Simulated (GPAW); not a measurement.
The system is CdSe (Cadmoselite).

```
Cd Se
1.0
     4.30000    0.00000    0.00000
    -2.15000    3.72391    0.00000
     0.00000    0.00000    7.02000
Cd Se
2 2
Direct
  0.66667 0.33333 0.50000
  0.33333 0.66667 0.00000
  0.66667 0.33333 0.88500
  0.33333 0.66667 0.38500
```

| Item | Value |
| --- | --- |
| Program | GPAW 26.7.0 |
| Task | relaxation of cell and atoms |
| Functional | revPBE |
| Dispersion | D4 |
| Potentials or basis | the program's PAW data sets (release 1.2.1) made for this functional |
| Cutoff | 600 eV |
| Basis | pw |
| k mesh | 5 × 5 × 3 |
| Occupations | fermi-dirac, width 0.05 eV |
| Spin | no spin polarisation |

At the start: pressure 0.6 GPa; volume 28.10 Å³/atom.

Question: How do energy, volume and symmetry change on relaxing?

Answer: Over 6 steps the energy falls by 5.6 meV/atom and the volume is 28.40 Å³/atom (+1.1 %); space group P6_3mc (No. 186, to 0.05 Å).

Step by step:
```
step  energy change (eV)  largest force (eV/Å)  pressure (GPa)  volume (Å³)
   1              0.0000                0.2899            0.64       112.41
   2             -0.0063                0.2486            0.55       112.55
   3             -0.0218                0.0150            0.12       113.32
   4             -0.0219                0.0057            0.13       113.30
   5             -0.0220                0.0095            0.12       113.33
   6             -0.0222                0.0198            0.00       113.60
```

Final structure:
```
Cd Se
1.0
     4.32395    0.00000    0.00000
    -2.16198    3.74465    0.00000
     0.00000    0.00000    7.01608
Cd Se
2 2
Cartesian
  2.1620 1.2482 3.5345
  0.0000 2.4964 0.0265
  2.1620 1.2482 6.1827
  0.0000 2.4964 2.6747
```

Caveat: later steps reuse the first step's grids.
